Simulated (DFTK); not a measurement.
Crystal: BaS.

```
Ba S
1.0
     0.00000    3.19375    3.19375
     3.19375    0.00000    3.19375
     3.19375    3.19375    0.00000
Ba S
1 1
Direct
  0.00000 0.00000 0.00000
  0.50000 0.50000 0.50000
```

| Quantity | Value |
| --- | --- |
| Program | DFTK 0.8.2 |
| Task | single point |
| Functional | PBE |
| Potentials or basis | dojo.nc.sr.pbe.v0_4_1.standard.upf (PBE) |
| Cutoff | 871 eV |
| k mesh | 7 × 7 × 7 |
| Occupations | fermi-dirac, width 0.05 eV |
| Spin | no spin polarisation |

On this cell: pressure 1.1 GPa; largest force zero by symmetry; band gap on the k mesh 2.21 eV, indirect (least direct gap 2.34 eV).

The same run follows on a disturbed copy (atoms moved at random, drawn with an rms of 0.05 Å):

```xyz
2
Lattice="0.0000 3.1938 3.1938 3.1938 0.0000 3.1938 3.1938 3.1938 0.0000" Properties=species:S:1:pos:R:3 pbc="T T T"
Ba    0.0507    0.0179    0.0272
S     3.1873    3.2046    3.1984
```

Q: What does the disturbed cell give?

A: The energy moves by +1.9 meV/atom; pressure 1.2 GPa; largest force 0.126 eV/Å; band gap on the k mesh 2.21 eV, indirect (least direct gap 2.34 eV).

Forces on the atoms (eV/Å):
```
Ba  -0.116 -0.014 -0.045
S    0.116  0.014  0.045
```

Stress tensor (GPa, compression positive):
```
 1.24  0.00 -0.01
 0.00  1.10  0.00
-0.01  0.00  1.12
```

Caveats: this release of the barium file is off; spin-orbit coupling is left out, which moves the levels of the heavy elements; an odd mesh through Γ misses points on the zone boundary, where band edges often lie.
